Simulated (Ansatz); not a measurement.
**AlRu: do energies and stresses tell the same story?**

The calculation used Ansatz 0.2.0, DFT PBE, scalar-relativistic, plane waves, PAW.

Cutoff 420 eV; k points 14×14×14 on the computed 2-atom cell (Γ-centred); Gaussian smearing, width 0.10 eV; no spin polarisation.

Relaxed cell: Pm-3m, a = 3.004 Å, b = 3.004 Å, c = 3.004 Å, α = 90.00°, β = 90.00°, γ = 90.00°, 2 atoms in the primitive cell. Whether it is the stable form of this composition wasn't checked.

Energies at zero smearing and pressures from the stress tensor, at volumes with shape and atoms relaxed:
| V (Å³/atom) | E − E(first) (meV/atom) | P (GPa) |
| --- | --- | --- |
| 11.929 | 0.00 | 34.38 |
| 12.335 | -73.06 | 23.57 |
| 12.742 | -120.84 | 14.40 |
| 13.149 | -147.14 | 6.61 |
| 13.555 | -155.19 | -0.01 |
| 13.962 | -147.72 | -5.64 |
| 14.369 | -127.06 | -10.42 |
| 14.911 | -82.41 | -15.69 |

Check P = −dE/dV between neighbouring volumes, and get the bulk modulus from the pressures alone.

With 1 eV/Å³ = 160.2 GPa:
```
middle V (Å³/atom)  −ΔE/ΔV (GPa) mean P (GPa)
            12.132        28.786        28.976
            12.539        18.823        18.989
            12.945        10.362        10.508
            13.352         3.171         3.301
            13.759        -2.942        -2.826
            14.165        -8.139        -8.033
            14.640       -13.196       -13.059
```

The two differ by 0.19 GPa at most. The mean of two end pressures misses the average over a step by about ΔV² P″/12, up to 0.15 GPa here; with that taken off 0.04 GPa remains. The stress is the derivative of the free energy, not of the energy at zero smearing, and with free energies 0.00 GPa remains. Around V = 13.555 Å³/atom, the two neighbours give B = −V ΔP/ΔV = 13.555 × 12.25 / 0.813 = 204.2 GPa, against B0 = 203.3 GPa from the Birch–Murnaghan fit of the energies.